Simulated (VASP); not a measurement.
A run of VASP 6.6.1 is set up as follows.

The input INCAR:

```
ALGO = Normal
EDIFF = 1E-7
EDIFFG = -0.005
ENCUT = 600
GGA = CA
IBRION = 2
ISIF = 3
ISMEAR = 0
KPAR = 4
LASPH = True
LCHARG = False
LREAL = False
LWAVE = False
NELM = 80
NSW = 90
PREC = Accurate
SIGMA = 0.03
```

Contents of KPOINTS:

```
k-points
0
Gamma
  6 6 9
```

Contents of POSCAR:

```
Si3N4                                   
1.0
    7.5764042465      0.0000000009     -0.0000000000
   -3.7882021240      6.5613585464     -0.0000000000
    0.0000000000     -0.0000000000      2.8925012846
  Si              N             
     6     8
Direct
     0.7674635294394093    0.1738290684721488    0.2500000000000000
     0.5936344609672607    0.7674635294394093    0.7500000000000000
     0.8261709315278514    0.5936344609672606    0.2500000000000000
     0.2325364705605907    0.8261709315278514    0.7500000000000000
     0.4063655390327394    0.2325364705605907    0.2500000000000000
     0.1738290684721488    0.4063655390327394    0.7500000000000000
     0.0295104477295919    0.3301963202357904    0.2500000000000000
     0.6993141274938015    0.0295104477295919    0.7500000000000000
     0.6698036797642096    0.6993141274938015    0.2500000000000000
     0.9704895522704082    0.6698036797642096    0.7500000000000000
     0.3006858725061985    0.9704895522704082    0.2500000000000000
     0.3301963202357904    0.3006858725061985    0.7500000000000000
     0.6666666667000030    0.3333333332999970    0.2500000000000000
     0.3333333332999970    0.6666666667000030    0.7500000000000000
```

Potentials or basis: VASP PAW LDA potentials, release 64 (Si, N).

Launch:

```sh
$ cat potpaw_LDA.64/Si/POTCAR potpaw_LDA.64/N/POTCAR > POTCAR
$ mpirun -np 4 vasp_std > vasp.out
```

(1) What does it give for the band gap on the k mesh?

## Answers

(1) 4.23 eV, indirect (least direct gap 4.41 eV).

Caveat: an odd mesh through Γ misses points on the zone boundary, where band edges often lie.
